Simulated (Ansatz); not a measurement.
# Ti: pressure against volume

Ti, Im-3m, a = 3.210 Å. This isn't the element's structure at ambient conditions. Ansatz: PBEsol, PAW, 420 eV, Γ-centred 18×18×18 mesh on 1 atom, Gaussian smearing 0.10 eV; no spin polarisation. Symmetry fixes shape and atoms, so the cell is only scaled; pressure is positive in compression.

| V (Å³/atom) | P (GPa) |
| --- | --- |
| 14.557 | ? |
| 15.053 | 12.36 |
| 15.549 | 7.72 |
| 16.045 | 3.61 |
| 16.542 | -0.01 |
| 17.038 | -3.20 |
| 17.534 | -6.00 |
| 18.196 | -9.21 |

Question: Take V0 = 16.542 Å³/atom, count pressures from its P0 = -0.01 GPa, fit the third-order Birch–Murnaghan form to the other rows, and predict the missing pressure.

Answer: With the Eulerian strain f = ½[(V0/V)^(2/3) − 1] and y = (P − P0)/[3f(1 + 2f)^(5/2)], the form is the line y = B0 + 1.5 B0 (B0′ − 4) f. Rows (f, y): 0.03245, 108.6; 0.02107, 110.3; 0.01027, 111.7; -0.00975, 114.6; -0.01904, 115.6; -0.03078, 116.8. Means f = 0.0007033, y = 112.93; Σ(Δf)² = 0.003004, ΣΔfΔy = -0.3948; the slope is their ratio. y = 113.0 − 131.4 f GPa, so B0 = 113.0 GPa and B0′ = 4 + 2 × (-131.4)/(3 × 113.0) = 3.22. At V = 14.557, f = 0.04448, y = 107.16 and P = 17.68 GPa. The run gave 17.59 GPa, so the fit is 0.09 GPa too high, a small miss on the scale of the series.